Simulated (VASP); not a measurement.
Crystal: TiO2.

```
CELL_PARAMETERS angstrom
2.96826 0.00000 0.00000
0.00021 4.70761 0.00000
1.48357 0.24235 7.08346
ATOMIC_POSITIONS crystal
Ti 0.00337 0.00039 0.00070
Ti 0.34464 0.48026 0.31696
Ti 0.66171 0.52047 0.68450
O 0.44004 0.18544 0.12854
O 0.77793 0.29773 0.45188
O 0.10124 0.30895 0.80624
O 0.90650 0.69184 0.19517
O 0.22941 0.70301 0.54951
O 0.56803 0.81530 0.87283
```

The cell comes from a database or a generator and needn't be the stable form of this composition.

* Program: VASP 6.6.1
* Task: relaxation of cell and atoms
* Functional: revPBE
* Dispersion: D3
* Potentials or basis: VASP PAW PBE potentials, release 64 (Ti_sv, O)
* Cutoff: 600 eV
* k mesh: 7 × 5 × 3
* Occupations: fermi-dirac, width 0.05 eV
* Spin: no spin polarisation

At the start: pressure 2.8 GPa; volume 11.00 Å³/atom.

How do energy, volume and symmetry change on relaxing?

Over 18 steps the energy falls by 2.8 meV/atom and the volume is 11.05 Å³/atom (+0.4 %); space group C2/m (No. 12, to 0.05 Å).

Step by step:
```tsv
step	energy change (eV)	largest force (eV/Å)	pressure (GPa)	volume (Å³)
1	0.0000	0.4256	2.82	98.98
2	0.0072	0.2874	-4.01	101.78
3	-0.0157	0.1278	-0.40	100.23
4	-0.0189	0.0861	-0.23	100.08
5	-0.0198	0.1387	-0.08	99.93
6	-0.0217	0.0538	-0.04	99.78
7	-0.0222	0.1013	0.02	99.66
8	-0.0237	0.0631	0.01	99.54
9	-0.0242	0.0630	0.01	99.43
10	-0.0247	0.0412	0.03	99.42
11	-0.0248	0.0588	0.03	99.41
12	-0.0251	0.0381	-0.05	99.43
13	-0.0252	0.0510	-0.11	99.45
14	-0.0254	0.0245	-0.04	99.41
15	-0.0255	0.0227	0.04	99.37
16	-0.0255	0.0180	0.03	99.39
17	-0.0256	0.0130	0.00	99.40
18	-0.0256	0.0066	-0.02	99.41
```

Final structure:
```
CELL_PARAMETERS angstrom
2.97166 -0.00003 0.00007
0.00016 4.66929 0.01759
1.48544 0.26720 7.16521
ATOMIC_POSITIONS crystal
Ti 0.00327 0.00038 0.00070
Ti 0.34389 0.47640 0.31962
Ti 0.66328 0.52435 0.68178
O 0.44034 0.18818 0.12751
O 0.77689 0.28986 0.45436
O 0.10237 0.30832 0.80346
O 0.90511 0.69244 0.19795
O 0.23053 0.71090 0.54705
O 0.56716 0.81257 0.87390
```

Caveat: the PAW data sets were made with another functional, which shifts forces and pressure a little.
